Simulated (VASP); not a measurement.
# Ag (P6_3/mmc) in VASP: further runs

One crystal, Ag, is run at these levels: PBE; tasks: density of states, electric field gradients.

Program: VASP 6.6.1. These are calculated values, not measurements. Logs are shortened: lines on timing, memory, paths and dates and some standing lists are left out, and cuts for length are marked.

**1. The structure**

It takes space group P6_3/mmc (No. 194, hexagonal). Conventional cell: a = 2.930 Å, b = 2.930 Å, c = 4.790 Å, α = 90.00°, β = 90.00°, γ = 120.00°. Around Ag (site symmetry -6m2) lie 12 Ag at 2.93 Å.

This isn't the form of Ag at room conditions, which is fcc.

**2. Density of states, PBE**

Input file POSCAR:

```
Ag
1.0
    2.9299980804      0.0000000000      0.0000000000
   -1.4649990402      2.5374527707      0.0000000000
    0.0000000000      0.0000000000      4.7900000000
Ag
2
Direct
    0.3333333333      0.6666666667      0.2500000000
    0.6666666667      0.3333333333      0.7500000000
```

Input file INCAR.step1:

```
PREC = Accurate
ENCUT = 520
EDIFF = 1E-6
ISMEAR = -1
SIGMA = 0.03
LREAL = False
LASPH = True
NELM = 100
ALGO = Fast
ISIF = 2
LWAVE = False
LCHARG = True
LMAXMIX = 4
GGA = PE
NBANDS = 18
```

Input file KPOINTS.step1:

```
regular mesh
0
Gamma
  13 13 7
```

Input file INCAR.step2:

```
PREC = Accurate
ENCUT = 520
EDIFF = 1E-6
ISMEAR = -5
SIGMA = 0.03
LREAL = False
LASPH = True
NELM = 100
ALGO = Fast
ISIF = 2
LWAVE = False
LCHARG = False
LMAXMIX = 4
GGA = PE
LORBIT = 11
NEDOS = 2001
ICHARG = 11
```

Input file KPOINTS.step2:

```
regular mesh
0
Gamma
  20 20 11
```

Potentials or basis: VASP PAW PBE potentials, release 64 (Ag).

The run is started by

```console
$ cat potpaw_PBE.64/Ag/POTCAR > POTCAR
$ cp INCAR.step1 INCAR
$ cp KPOINTS.step1 KPOINTS
$ mpirun -np 1 vasp_std > vasp.out
$ cp INCAR.step2 INCAR
$ cp KPOINTS.step2 KPOINTS
$ mpirun -np 1 vasp_std > vasp.out
```

OUTCAR:

```text
PREC = Accurate
   ENCUT = 520
   EDIFF = 1E-6
   ISMEAR = -5
   LREAL = False
   LASPH = True
   NELM = 100
   ISIF = 2
   GGA = PE
   LORBIT = 11
   ICHARG = 11

 ion  position               nearest neighbor table
   1  0.333  0.667  0.250-   2 2.93   2 2.93   2 2.93   2 2.93   2 2.93   2 2.93
   2  0.667  0.333  0.750-   1 2.93   1 2.93   1 2.93   1 2.93   1 2.93   1 2.93

  LATTYP: Found a hexagonal cell.
 ALAT       =     2.9299980804
 C/A-ratio  =     1.6348133577

  Lattice vectors:

 A1 = (   2.9299980804,   0.0000000000,   0.0000000000)
 A2 = (  -1.4649990402,   2.5374527707,   0.0000000000)
 A3 = (   0.0000000000,   0.0000000000,   4.7900000000)

Analysis of symmetry for initial positions (statically):
=====================================================================
 Subroutine PRICEL returns:
 Original cell was already a primitive cell.

 Routine SETGRP: Setting up the symmetry group for a
 hexagonal supercell.

 Subroutine GETGRP returns: Found 24 space group operations
 (whereof 12 operations were pure point group operations)
 out of a pool of 24 trial point group operations.

The static configuration has the point symmetry D_3d.
 The point group associated with its full space group is D_6h.

Analysis of symmetry for dynamics (positions and initial velocities):
=====================================================================
 Subroutine PRICEL returns:
 Original cell was already a primitive cell.

 Routine SETGRP: Setting up the symmetry group for a
 hexagonal supercell.

 Subroutine GETGRP returns: Found 24 space group operations
 (whereof 12 operations were pure point group operations)
 out of a pool of 24 trial point group operations.

The dynamic configuration has the point symmetry D_3d.
 The point group associated with its full space group is D_6h.

 Subroutine INISYM returns: Found 24 space group operations
 (whereof 12 operations are pure point group operations),
 and found     1 'primitive' translations

----------------------------------------------------------------------------------------

                                     Primitive cell

  volume of cell :      35.6124

  direct lattice vectors                    reciprocal lattice vectors
     2.929998080  0.000000000  0.000000000     0.341297152  0.197048003  0.000000000
    -1.464999040  2.537452771  0.000000000     0.000000000  0.394096005  0.000000000
     0.000000000  0.000000000  4.790000000     0.000000000  0.000000000  0.208768267

  length of vectors
     2.929998080  2.929998080  4.790000000     0.394096005  0.394096005  0.208768267

  position of ions in fractional coordinates (direct lattice)
     0.333333333  0.666666667  0.250000000
     0.666666667  0.333333333  0.750000000

  ion indices of the primitive-cell ions
   primitive index   ion index
                 1           1
                 2           2

----------------------------------------------------------------------------------------

 KPOINTS: regular mesh

Automatic generation of k-mesh.
 Grid dimensions read from file:
 generate k-points for:   20   20   11

 Generating k-lattice:

  Cartesian coordinates                     Fractional coordinates (reciprocal lattice)
     0.017064858  0.009852400  0.000000000     0.050000000  0.000000000  0.000000000
     0.000000000  0.019704800  0.000000000     0.000000000  0.050000000  0.000000000
     0.000000000  0.000000000  0.018978933     0.000000000  0.000000000  0.090909091

  Length of vectors
     0.019704800  0.019704800  0.018978933

  Shift w.r.t. Gamma in fractional coordinates (k-lattice)
     0.000000000  0.000000000  0.000000000

 TETIRR: Found   4310 inequivalent tetrahedra from    26400

 Subroutine IBZKPT returns following result:
 ===========================================

 Found    264 irreducible k-points:

 Following reciprocal coordinates:
            Coordinates               Weight
  0.000000  0.000000  0.000000      1.000000
  0.050000 -0.000000  0.000000      6.000000
  0.100000  0.000000  0.000000      6.000000
  0.150000  0.000000  0.000000      6.000000
  0.200000  0.000000  0.000000      6.000000
  0.250000  0.000000  0.000000      6.000000
[... 16 lines left out ...]
  0.200000  0.100000  0.000000     12.000000
  0.250000  0.100000  0.000000     12.000000
 [... further k-points ...]
   k-points           NKPTS =    264   k-points in BZ     NKDIM =    264   number of bands    NBANDS=     15
   number of dos      NEDOS =   2001   number of ions     NIONS =      2
   total plane-waves  NPLWV =  20736
   dimension x,y,z NGX =    24 NGY =   24 NGZ =   36
   dimension x,y,z NGXF=    48 NGYF=   48 NGZF=   72
   ions per type =               2
   NGX,Y,Z   is equivalent  to a cutoff of  13.62, 13.62, 12.49 a.u.
   NGXF,Y,Z  is equivalent  to a cutoff of  27.23, 27.23, 24.99 a.u.
 SYSTEM =  unknown system
   PREC   = accura    normal or accurate (medium, high low for compatibility)
   ISTART =      0    job   : 0-new  1-cont  2-samecut
   ICHARG =     11    charge: 1-file 2-atom 10-const
   ISPIN  =      1    spin polarized calculation?
   LNONCOLLINEAR =      F non collinear calculations
   LSORBIT =      F    spin-orbit coupling
   LASPH  =      T    aspherical Exc in radial PAW
   ENCUT  =  520.0 eV  38.22 Ry    6.18 a.u.   5.45  5.45  8.91*2*pi/ulx,y,z
   NELM   =    100;   NELMIN=  2; NELMDL=  0     # of ELM steps
   EDIFF  = 0.1E-05   stopping-criterion for ELM
   LREAL  =      F    real-space projection
   EDIFFG = 0.1E-04   stopping-criterion for IOM
   NSW    =      0    number of steps for IOM
   IBRION =     -1    ionic relax: 0-MD 1-quasi-New 2-CG
   NFREE  =      0    steps in history (QN), initial steepest desc. (CG)
   ISIF   =      2    stress and relaxation
   ISYM   =      2    0-nonsym 1-usesym 2-fastsym
   POTIM  = 0.5000    time-step for ionic-motion
   TEBEG  =    0.0;   TEEND  =   0.0 temperature during run
   PSTRESS=    0.0 pullay stress
   NELECT =      22.0000    total number of electrons
   NUPDOWN=      -1.0000    fix difference up-down
   EMIN   =  10.00;   EMAX   =-10.00  energy-range for DOS
   EFERMI =   0.00;   METHOD = LEGACY
   ISMEAR =    -5;   SIGMA  =   0.03  broadening in eV -4-tet -1-fermi 0-gaus
   EFERMI_NEDOS =   21; number of points for ismear=-14 and -15
   IALGO  =     68    algorithm
   IMIX   =      4    mixing-type and parameters
     AMIX     =   0.40;   BMIX     =  1.00
     AMIX_MAG =   1.60;   BMIX_MAG =  1.00
  volume/ion in A,a.u.               =      17.81       120.16
  Fermi-wavevector in a.u.,A,eV,Ry     =   1.394276  2.634800 26.449806  1.944006
  Thomas-Fermi vector in A             =   2.517841
   LORBIT       =     11    0 simple, 1 ext, 2 COOP (PROOUT), +10 PAW based schemes
   GGA     = PE    functional components
   LHFCALC =     F    Hartree Fock is set to
   AEXX    =    0.0000 exact exchange contribution
   IVDW    =     0    specifies the selected vdW correction
   LEPSILON=     F    determine dielectric tensor
   LRPA    =     F    only Hartree local field effects (RPA)
 non-spin polarized calculation
 RMM-DIIS sequential band-by-band and
 Fermi weights with tetrahedron method with Bloechl corrections
  energy-cutoff  :      520.00
  volume of cell :       35.61
 maximum number of plane-waves:       990
 NGX is ok and might be reduce to    24

 number of electron      22.0000005 magnetization

 Free energy of the ion-electron system (eV)
  ---------------------------------------------------
  ext. energy  EPLUGINS =         0.00000000
  ---------------------------------------------------
  free energy    TOTEN  =        -5.42799044 eV

  energy without entropy =       -5.42799044  energy(sigma->0) =       -5.42799044

 E-fermi :   7.8790     XC(G=0): -11.9521

 val. band max:        7.9658254053   @ k =   0.5000   0.0000   0.0909
 cond. band min:       7.8484117758   @ k =   0.4000   0.0000   0.4545
 fundamental gap:     -0.1174136294
 Fermi energy:         7.8789660649

 k-point     1 :       0.0000    0.0000    0.0000
  band No.  band energies     occupation
      1       0.3871      2.00000
      2       1.7046      2.00000
      3       3.1783      2.00000
      4       3.2652      2.00000
      5       3.2652      2.00000
      6       3.4841      2.00000
      7       3.4841      2.00000
      8       3.8176      2.00000
      9       3.8176      2.00000
     10       4.7545      2.00000
     11       4.7545      2.00000
     12       7.5562      2.00000
     13      11.1881      0.00000
     14      23.3751      0.00000
     15      25.3392      0.00000

 k-point     2 :       0.0500   -0.0000    0.0000
  band No.  band energies     occupation
      1       0.4545      2.00000
      2       1.7435      2.00000
      3       3.1292      2.00000
      4       3.2997      2.00000
      5       3.3119      2.00000
      6       3.4706      2.00000
      7       3.5156      2.00000
      8       3.7869      2.00000
      9       3.7974      2.00000
     10       4.6344      2.00000
     11       4.7632      2.00000
     12       7.7562      1.80886
     13      11.2033      0.00000
     14      23.2191      0.00000
     15      24.5481      0.00000
[... 365 lines left out ...]
      3       2.8390      2.00000
      4       2.8576      2.00000
      5       3.3430      2.00000
      6       3.3432      2.00000
      7       3.8373      2.00000
      8       3.8463      2.00000
      9       4.1758      2.00000
     10       4.5296      2.00000
     11       4.8479      2.00000
     12      10.9826      0.00000
     13      11.8357      0.00000
     14      16.9824      0.00000
     15      19.0332      0.00000

 k-point    24 :       0.2500    0.1000    0.0000
  band No.  band energies     occupation
      1       2.1242      2.00000
      2       2.2073      2.00000
      3       2.6030      2.00000
      4       3.0616      2.00000
      5       3.2697      2.00000
      6       3.4143      2.00000
      7       3.7311      2.00000
      8       4.0849      2.00000
      9       4.4296      2.00000
     10       4.8600      2.00000
     11       5.0017      2.00000
     12      11.9111      0.00000
     13      12.1963      0.00000
     14      15.2502      0.00000
     15      18.3274      0.00000

 [... further k-points ...]

------------------------ aborting loop because EDIFF is reached ----------------------------------------

  FORCE on cell =-STRESS in cart. coord.  units (eV):
  Direction    XX          YY          ZZ          XY          YZ          ZX
  --------------------------------------------------------------------------------------
  -------------------------------------------------------------------------------------
  Total        0.0663093      0.0663093      0.2965401      0.0000000      0.0000000      0.0000000
  in kB        2.9832114      2.9832114     13.3411496      0.0000000      0.0000000      0.0000000
  external PRESSURE =       6.4358575 kB  Pullay stress =       0.0000000 kB

 VOLUME and BASIS-vectors are now :
 -----------------------------------------------------------------------------
  energy-cutoff  :      520.00
  volume of cell :       35.61
      direct lattice vectors                 reciprocal lattice vectors
     2.929998080  0.000000000  0.000000000     0.341297152  0.197048003  0.000000000
    -1.464999040  2.537452771  0.000000000     0.000000000  0.394096005  0.000000000
     0.000000000  0.000000000  4.790000000     0.000000000  0.000000000  0.208768267

 POSITION                                       TOTAL-FORCE (eV/Angst)
 -----------------------------------------------------------------------------------
     -0.00000      1.69164      1.19750        -0.000000      0.000000      0.000000
      1.46500      0.84582      3.59250         0.000000     -0.000000      0.000000
 -----------------------------------------------------------------------------------
    total drift:                               -0.000000      0.000000     -0.000000

  FREE ENERGIE OF THE ION-ELECTRON SYSTEM (eV)
  ---------------------------------------------------
  free  energy   TOTEN  =        -5.4279904400 eV

  energy  without entropy=       -5.4279904400  energy(sigma->0) =       -5.42799044

 total charge

# of ion       s       p       d       tot
------------------------------------------
    1        0.409   0.271   9.159   9.839
    2        0.409   0.271   9.159   9.839
--------------------------------------------------
tot          0.817   0.543  18.318  19.678
```

It took 43 s on 1 thread of Intel Xeon Platinum 8488C (Sapphire Rapids), shared host; peak memory 0.23 GiB.

What came out:

```
Valence electrons inside the program's atomic spheres : Ag 9.84
```

States per cell in windows of 1 eV (zero at the Fermi level; states under -8 eV left out):
| from (eV) | total | Ag1_d | Ag2_d | Ag1_p | Ag2_p | Ag1_s | Ag2_s |
| --- | --- | --- | --- | --- | --- | --- | --- |
| -8.0 | 0.05 | 0.00 | 0.00 | 0.00 | 0.00 | 0.01 | 0.01 |
| -7.0 | 0.61 | 0.13 | 0.13 | 0.01 | 0.01 | 0.07 | 0.07 |
| -6.0 | 5.70 | 2.23 | 2.23 | 0.05 | 0.05 | 0.14 | 0.14 |
| -5.0 | 6.98 | 3.08 | 3.08 | 0.07 | 0.07 | 0.04 | 0.04 |
| -4.0 | 6.19 | 2.90 | 2.90 | 0.03 | 0.03 | 0.02 | 0.02 |
| -3.0 | 1.30 | 0.55 | 0.55 | 0.02 | 0.02 | 0.03 | 0.03 |
| -2.0 | 0.46 | 0.09 | 0.09 | 0.03 | 0.03 | 0.04 | 0.04 |
| -1.0 | 0.54 | 0.08 | 0.08 | 0.06 | 0.06 | 0.05 | 0.05 |
| 0.0 | 0.54 | 0.06 | 0.06 | 0.07 | 0.07 | 0.04 | 0.04 |
| 1.0 | 0.54 | 0.06 | 0.06 | 0.08 | 0.08 | 0.04 | 0.04 |
| 2.0 | 0.51 | 0.05 | 0.05 | 0.08 | 0.08 | 0.03 | 0.03 |
| 3.0 | 0.37 | 0.04 | 0.04 | 0.05 | 0.05 | 0.03 | 0.03 |
| 4.0 | 0.51 | 0.05 | 0.05 | 0.04 | 0.04 | 0.08 | 0.08 |
| 5.0 | 0.90 | 0.08 | 0.08 | 0.09 | 0.09 | 0.13 | 0.13 |
| 6.0 | 0.87 | 0.07 | 0.07 | 0.11 | 0.11 | 0.10 | 0.10 |
| 7.0 | 0.80 | 0.06 | 0.06 | 0.12 | 0.12 | 0.07 | 0.07 |

Caveat: tetrahedron occupations give inexact forces and stress in metals.

[end of part 1 of 2]
